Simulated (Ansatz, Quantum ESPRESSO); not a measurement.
# 1 layers of Nb in Pb(100), on the host's sites: ballistic transmission, part 2 of 3

Aim: the zero-bias transmission with pwcond for this junction: 1 layers of Nb in Pb(100), on the host's sites.

Quantum ESPRESSO 7.5; plane-wave DFT, PBE, GBRV ultrasoft pseudopotentials; cross-check by Ansatz 0.2.0 with PAW datasets.

So far. Step 2 (Ground state): The run needed 14 iterations to bring the estimated error under 1e-07 Ry; the largest force on any atom, held or free, is 0.49 eV/Å.

## (3) Transmission with pwcond.x

Level of this step: transmission by pwcond, lead and junction from one cell; plane-wave DFT, PBE, GBRV ultrasoft pseudopotentials (Quantum ESPRESSO).

prefixt takes both regions from one run: the lead from 0 to bdl, the scattering region from bdl to bds (units of alat). ikind = 1 puts the same lead on both sides. The program's T_tot counts both spins in a run without spin; the tables below give T per spin.

File cond.in:

```
&inputcond
  outdir = './out'
  prefixt = 'scf'
  tran_file = 'cond.dat'
  bdl = 1.4142135624
  bds = 9.5990423863
  ikind = 1
  ewind = 4.0
  epsproj = 1e-05
  nz1 = 7
  energy0 = 0.4
  denergy = -0.4
/
15
  0.00000000 0.00000000 0.01562500
  0.00000000 0.12500000 0.06250000
  0.00000000 0.25000000 0.06250000
  0.00000000 0.37500000 0.06250000
  0.00000000 0.50000000 0.03125000
  0.12500000 0.12500000 0.06250000
  0.12500000 0.25000000 0.12500000
  0.12500000 0.37500000 0.12500000
  0.12500000 0.50000000 0.06250000
  0.25000000 0.25000000 0.06250000
  0.25000000 0.37500000 0.12500000
  0.25000000 0.50000000 0.06250000
  0.37500000 0.37500000 0.06250000
  0.37500000 0.50000000 0.06250000
  0.50000000 0.50000000 0.01562500
3
```

Command:

```console
> OMP_NUM_THREADS=1 mpirun -n 4 pwcond.x -in cond.in > cond.out
```

The log of the run:

```text
[banner, memory and clock lines left out]
Program PWCOND v.7.5 starts

          URL

     ./out/scf.save/

     IMPORTANT: XC functional enforced from input :
     Exchange-correlation= PBE
                           (   1   4   3   4   0   0   0)
     Any further DFT definition will be discarded
     Please, verify this is what you really want

     Check: negative core charge=   -0.000009

     negative rho (up, down):  2.049E-01 0.000E+00
     Reading collected, re-writing distributed wavefunctions

===== INPUT FILE containing all the regions =====

     GEOMETRY:

     lattice parameter (alat)  =       6.7213  a.u.
     the volume                =    2914.6303 (a.u.)^3
     the cross section         =      45.1756 (a.u.)^2
     l of the unit cell        =       9.5990 (alat)
     number of atoms/cell      =           14
     number of atomic types    =            2

     crystal axes: (cart. coord. in units of alat)
               a(1) = (  1.0000  0.0000  0.0000 )
               a(2) = (  0.0000  1.0000  0.0000 )
               a(3) = (  0.0000  0.0000  9.5990 )

   Cartesian axes

     site n.     atom                  positions (alat units)
          1        Pb     tau(  1)=(  0.0000  0.0000  9.5990  )
          2        Pb     tau(  2)=(  0.5000  0.5000  0.7071  )
          3        Pb     tau(  3)=(  0.0000  0.0000  1.4142  )
          4        Pb     tau(  4)=(  0.5000  0.5000  2.1213  )
          5        Pb     tau(  5)=(  0.0000  0.0000  2.8284  )
          6        Pb     tau(  6)=(  0.5000  0.5000  3.5355  )
          7        Nb     tau(  7)=(  0.0000  0.0000  4.0924  )
          8        Pb     tau(  8)=(  0.5000  0.5000  4.6493  )
          9        Pb     tau(  9)=(  0.0000  0.0000  5.3564  )
         10        Pb     tau( 10)=(  0.5000  0.5000  6.0635  )
         11        Pb     tau( 11)=(  0.0000  0.0000  6.7706  )
         12        Pb     tau( 12)=(  0.5000  0.5000  7.4777  )
         13        Pb     tau( 13)=(  0.0000  0.0000  8.1848  )
         14        Pb     tau( 14)=(  0.5000  0.5000  8.8919  )

     nr1s                      =           27
     nr2s                      =           27
     nr3s                      =          270
     nr1sx                     =           27
     nr2sx                     =           27
     nr3sx                     =          270
     nr1                       =           32
     nr2                       =           32
     nr3                       =          300
     nr1x                      =           32
     nr2x                      =           32
     nr3x                      =          300

 _______________________________
  Radii of nonlocal spheres:

     type       ibeta     ang. mom.          radius (alat units)
       Pb         1         0                    0.3458
       Pb         2         0                    0.3458
       Pb         3         1                    0.3458
       Pb         4         1                    0.3458
       Pb         5         2                    0.3458
       Pb         6         2                    0.3458
       Nb         1         0                    0.3294
       Nb         2         0                    0.3294
       Nb         3         1                    0.3294
       Nb         4         1                    0.3294
       Nb         5         2                    0.3294
       Nb         6         2                    0.3294
----- General information -----

--- T calc. with identical leads (ikind=1) ---

     nrx                       =           27
     nry                       =           27
     nz1                       =            7

     energy0               =         4.0E-01
     denergy               =        -4.0E-01
     nenergy               =          3
     ecut2d                =         4.0E+01
     ewind                 =         4.0E+00
     epsproj               =         1.0E-05

     number of k_|| points=   15
                       cryst. coord.
        k(    1) = (   0.0000000   0.0000000), wk =   0.0156250
        k(    2) = (   0.0000000   0.1250000), wk =   0.0625000
        k(    3) = (   0.0000000   0.2500000), wk =   0.0625000
        k(    4) = (   0.0000000   0.3750000), wk =   0.0625000
        k(    5) = (   0.0000000   0.5000000), wk =   0.0312500
        k(    6) = (   0.1250000   0.1250000), wk =   0.0625000
        k(    7) = (   0.1250000   0.2500000), wk =   0.1250000
        k(    8) = (   0.1250000   0.3750000), wk =   0.1250000
        k(    9) = (   0.1250000   0.5000000), wk =   0.0625000
        k(   10) = (   0.2500000   0.2500000), wk =   0.0625000
        k(   11) = (   0.2500000   0.3750000), wk =   0.1250000
        k(   12) = (   0.2500000   0.5000000), wk =   0.0625000
        k(   13) = (   0.3750000   0.3750000), wk =   0.0625000
        k(   14) = (   0.3750000   0.5000000), wk =   0.0625000
        k(   15) = (   0.5000000   0.5000000), wk =   0.0156250
----- Information about left/right lead -----

     nocros                   =           18
     noins                    =           18
     norb                     =           54
     norbf                    =          234
     nrz                      =           40

      iorb      type   ibeta   ang. mom.   m       position (alat)
        1        1       1        0        1   taunew(   1)=(  0.0000  0.0000  0.0000)
        2        1       2        0        1   taunew(   2)=(  0.0000  0.0000  0.0000)
        3        1       3        1        1   taunew(   3)=(  0.0000  0.0000  0.0000)
        4        1       3        1        2   taunew(   4)=(  0.0000  0.0000  0.0000)
        5        1       3        1        3   taunew(   5)=(  0.0000  0.0000  0.0000)
        6        1       4        1        1   taunew(   6)=(  0.0000  0.0000  0.0000)
        7        1       4        1        2   taunew(   7)=(  0.0000  0.0000  0.0000)
        8        1       4        1        3   taunew(   8)=(  0.0000  0.0000  0.0000)
        9        1       5        2        1   taunew(   9)=(  0.0000  0.0000  0.0000)
       10        1       5        2        2   taunew(  10)=(  0.0000  0.0000  0.0000)
       11        1       5        2        3   taunew(  11)=(  0.0000  0.0000  0.0000)
       12        1       5        2        4   taunew(  12)=(  0.0000  0.0000  0.0000)
       13        1       5        2        5   taunew(  13)=(  0.0000  0.0000  0.0000)
       14        1       6        2        1   taunew(  14)=(  0.0000  0.0000  0.0000)
       15        1       6        2        2   taunew(  15)=(  0.0000  0.0000  0.0000)
       16        1       6        2        3   taunew(  16)=(  0.0000  0.0000  0.0000)
[...]
203        1       3        1        3   taunew( 203)=(  0.5000  0.5000  7.4777)
      204        1       4        1        1   taunew( 204)=(  0.5000  0.5000  7.4777)
      205        1       4        1        2   taunew( 205)=(  0.5000  0.5000  7.4777)
      206        1       4        1        3   taunew( 206)=(  0.5000  0.5000  7.4777)
      207        1       5        2        1   taunew( 207)=(  0.5000  0.5000  7.4777)
      208        1       5        2        2   taunew( 208)=(  0.5000  0.5000  7.4777)
      209        1       5        2        3   taunew( 209)=(  0.5000  0.5000  7.4777)
      210        1       5        2        4   taunew( 210)=(  0.5000  0.5000  7.4777)
      211        1       5        2        5   taunew( 211)=(  0.5000  0.5000  7.4777)
      212        1       6        2        1   taunew( 212)=(  0.5000  0.5000  7.4777)
      213        1       6        2        2   taunew( 213)=(  0.5000  0.5000  7.4777)
      214        1       6        2        3   taunew( 214)=(  0.5000  0.5000  7.4777)
      215        1       6        2        4   taunew( 215)=(  0.5000  0.5000  7.4777)
      216        1       6        2        5   taunew( 216)=(  0.5000  0.5000  7.4777)
      217        1       1        0        1   taunew( 217)=(  0.0000  0.0000  8.1848)
      218        1       2        0        1   taunew( 218)=(  0.0000  0.0000  8.1848)
      219        1       3        1        1   taunew( 219)=(  0.0000  0.0000  8.1848)
      220        1       3        1        2   taunew( 220)=(  0.0000  0.0000  8.1848)
      221        1       3        1        3   taunew( 221)=(  0.0000  0.0000  8.1848)
      222        1       4        1        1   taunew( 222)=(  0.0000  0.0000  8.1848)
      223        1       4        1        2   taunew( 223)=(  0.0000  0.0000  8.1848)
      224        1       4        1        3   taunew( 224)=(  0.0000  0.0000  8.1848)
      225        1       5        2        1   taunew( 225)=(  0.0000  0.0000  8.1848)
      226        1       5        2        2   taunew( 226)=(  0.0000  0.0000  8.1848)
      227        1       5        2        3   taunew( 227)=(  0.0000  0.0000  8.1848)
      228        1       5        2        4   taunew( 228)=(  0.0000  0.0000  8.1848)
      229        1       5        2        5   taunew( 229)=(  0.0000  0.0000  8.1848)
      230        1       6        2        1   taunew( 230)=(  0.0000  0.0000  8.1848)
      231        1       6        2        2   taunew( 231)=(  0.0000  0.0000  8.1848)
      232        1       6        2        3   taunew( 232)=(  0.0000  0.0000  8.1848)
      233        1       6        2        4   taunew( 233)=(  0.0000  0.0000  8.1848)
      234        1       6        2        5   taunew( 234)=(  0.0000  0.0000  8.1848)
 ngper, shell number =          145          23
 ngper, n2d =          145         101
---  E-Ef =    0.4000000  k =    0.0000000   0.0000000
---  ie =          1  ik =          1
 Nchannels of the left tip =            1
 Right moving states:
   k1(2pi/a)   k2(2pi/a)   E-Ef (eV)
   0.3763011  -0.0000054   0.4000000
 Left moving states:
   k1(2pi/a)   k2(2pi/a)   E-Ef (eV)
  -0.3763011  -0.0000054   0.4000000

 to transmit
 Band j to band i transmissions and reflections:
    j         i     |T_ij|^2    |R_ij|^2

    1 -->     1     0.00260     0.99740
   Total T_j, R_j =    0.00260  0.99740

E-Ef(ev), T(x2 spins) =    0.4000000   0.0052086
---  E-Ef =    0.0000000  k =    0.0000000   0.0000000
---  ie =          2  ik =          1
 Nchannels of the left tip =            1
 Right moving states:
   k1(2pi/a)   k2(2pi/a)   E-Ef (eV)
   0.3451705  -0.0000054   0.0000000
 Left moving states:
   k1(2pi/a)   k2(2pi/a)   E-Ef (eV)
  -0.3451705  -0.0000054   0.0000000

 to transmit
 Band j to band i transmissions and reflections:
    j         i     |T_ij|^2    |R_ij|^2

    1 -->     1     0.41298     0.58702
   Total T_j, R_j =    0.41298  0.58702

E-Ef(ev), T(x2 spins) =    0.0000000   0.8259587
---  E-Ef =   -0.4000000  k =    0.0000000   0.0000000
---  ie =          3  ik =          1
 Nchannels of the left tip =            1
 Right moving states:
   k1(2pi/a)   k2(2pi/a)   E-Ef (eV)
   0.3136646  -0.0000054  -0.4000000
 Left moving states:
   k1(2pi/a)   k2(2pi/a)   E-Ef (eV)
  -0.3136646  -0.0000054  -0.4000000

 to transmit
 Band j to band i transmissions and reflections:
    j         i     |T_ij|^2    |R_ij|^2

    1 -->     1     0.73123     0.26877
   Total T_j, R_j =    0.73123  0.26877

E-Ef(ev), T(x2 spins) =   -0.4000000   1.4624643
 ngper, shell number =          143          71
 ngper, n2d =          143          99
[... further energies and points left out ...]
---  E-Ef =    0.4000000  k =    0.5000000   0.5000000
---  ie =          1  ik =         15
 Nchannels of the left tip =            4
 Right moving states:
   k1(2pi/a)   k2(2pi/a)   E-Ef (eV)
  -0.2760697  -0.0000235   0.4000000
  -0.2760697  -0.0000235   0.4000000
  -0.3916478  -0.0000120   0.4000000
  -0.4029525   0.0000020   0.4000000
 Left moving states:
   k1(2pi/a)   k2(2pi/a)   E-Ef (eV)
   0.2760697  -0.0000235   0.4000000
   0.2760697  -0.0000235   0.4000000
   0.3916478  -0.0000120   0.4000000
   0.4029525   0.0000020   0.4000000

 to transmit
 Band j to band i transmissions and reflections:
    j         i     |T_ij|^2    |R_ij|^2

    1 -->     1     0.22283     0.53071
    1 -->     2     0.00000     0.24646
    1 -->     3     0.00000     0.00000
    1 -->     4     0.00000     0.00000
   Total T_j, R_j =    0.22283  0.77717

    2 -->     1     0.00000     0.24646
    2 -->     2     0.22283     0.53071
    2 -->     3     0.00000     0.00000
    2 -->     4     0.00000     0.00000
   Total T_j, R_j =    0.22283  0.77717

    3 -->     1     0.00000     0.00000
    3 -->     2     0.00000     0.00000
    3 -->     3     0.38990     0.61010
    3 -->     4     0.00000     0.00000
   Total T_j, R_j =    0.38990  0.61010

    4 -->     1     0.00000     0.00000
    4 -->     2     0.00000     0.00000
    4 -->     3     0.00000     0.00000
    4 -->     4     0.03169     0.96831
   Total T_j, R_j =    0.03169  0.96831

E-Ef(ev), T(x2 spins) =    0.4000000   1.7345155
---  E-Ef =    0.0000000  k =    0.5000000   0.5000000
---  ie =          2  ik =         15
 Nchannels of the left tip =            2
 Right moving states:
   k1(2pi/a)   k2(2pi/a)   E-Ef (eV)
  -0.3257091  -0.0000238   0.0000000
  -0.3257091  -0.0000238   0.0000000
 Left moving states:
   k1(2pi/a)   k2(2pi/a)   E-Ef (eV)
   0.3257091  -0.0000238   0.0000000
   0.3257091  -0.0000238   0.0000000

 to transmit
 Band j to band i transmissions and reflections:
    j         i     |T_ij|^2    |R_ij|^2

    1 -->     1     0.26633     0.43086
    1 -->     2     0.00000     0.30280
   Total T_j, R_j =    0.26633  0.73367

    2 -->     1     0.00000     0.30280
    2 -->     2     0.26633     0.43086
   Total T_j, R_j =    0.26633  0.73367

E-Ef(ev), T(x2 spins) =    0.0000000   1.0653326
---  E-Ef =   -0.4000000  k =    0.5000000   0.5000000
---  ie =          3  ik =         15
 Nchannels of the left tip =            2
 Right moving states:
   k1(2pi/a)   k2(2pi/a)   E-Ef (eV)
  -0.3763057  -0.0000241  -0.4000000
  -0.3763057  -0.0000241  -0.4000000
 Left moving states:
   k1(2pi/a)   k2(2pi/a)   E-Ef (eV)
   0.3763057  -0.0000241  -0.4000000
   0.3763057  -0.0000241  -0.4000000

 to transmit
 Band j to band i transmissions and reflections:
    j         i     |T_ij|^2    |R_ij|^2

    1 -->     1     0.32229     0.32960
    1 -->     2     0.00000     0.34811
   Total T_j, R_j =    0.32229  0.67771

    2 -->     1     0.00000     0.34811
    2 -->     2     0.32229     0.32960
   Total T_j, R_j =    0.32229  0.67771

E-Ef(ev), T(x2 spins) =   -0.4000000   1.2891618
   T_tot     0.40000      0.99132E+00
   T_tot     0.00000      0.11009E+01
   T_tot    -0.40000      0.11117E+01

Note: The following floating-point exceptions are signalling: IEEE_UNDERFLOW_FLAG
Note: The following floating-point exceptions are signalling: IEEE_UNDERFLOW_FLAG
Note: The following floating-point exceptions are signalling: IEEE_UNDERFLOW_FLAG
Note: The following floating-point exceptions are signalling: IEEE_UNDERFLOW_FLAG
```

Elapsed: 96 s, on 4 MPI ranks of Arm Neoverse V2, shared host; peak memory 0.32 GiB.

This step gave:

* lead channels at the Fermi level, one spin: 1.547
* transmission at the Fermi level, one spin: 0.5504
* conductance: 0.5504 G₀

Per spin; mean over the k mesh across the current. Open channels, zone mean against energy, zero at the Fermi level:

```tsv
energy (eV)	open channels, zone mean
-0.400	1.67
0.000	1.55
0.400	1.52
```

Per spin; mean over the k mesh across the current. Table of transmission, zone mean by energy, zero at the Fermi level:

```tsv
energy (eV)	transmission, zone mean
-0.400	0.556
0.000	0.550
0.400	0.496
```

At 0.000 eV; k in fractions of b1, b2. Transmission by k point:

```tsv
k1	k2	weight	t	channels
0	0	0.01562	0.413	1
0	0.125	0.0625	0.3161	1
0	0.25	0.0625	0.6118	2
0	0.375	0.0625	0.244	2
0	0.5	0.03125	0	0
0.125	0.125	0.0625	0.9138	1
0.125	0.25	0.125	1.044	2
0.125	0.375	0.125	0.2095	2
0.125	0.5	0.0625	0	0
0.25	0.25	0.0625	0.1966	2
0.25	0.375	0.125	1.057	2
0.25	0.5	0.0625	0	0
0.375	0.375	0.0625	1.139	2
0.375	0.5	0.0625	0.53	2
0.5	0.5	0.01562	0.5327	2
```

The program's own clock; routines nest. Time by routine:

```tsv
routine	wall time (s)	calls
PWCOND	95.79	1
scatter_forw	76.4	90
local	10.03	15
compbs	6.69	45
compbs_2	5.63	45
init	0.63	1
poten	0.05	1
```

The run is unpolarised; a magnetic state was not tried, may lie lower and would change T.

At no point does T exceed the number of channels.

(Part 2 of 3 ends here.)

[Logs are printed without paths, hosts, clocks, repeated set-up lines and the standing remarks that a program may print on its own settings, such as how far it seeks lower states.]

[Hosts, paths, dates, database ids (printed as entryN), source tags and the programs' standing remarks are cut or masked in the printed files.]

[Maps of the electrostatic potential energy from Ansatz leave out the sawtooth potential of an applied field or a dipole correction, so their vacuum need not be flat; planar profiles and work functions include it.]
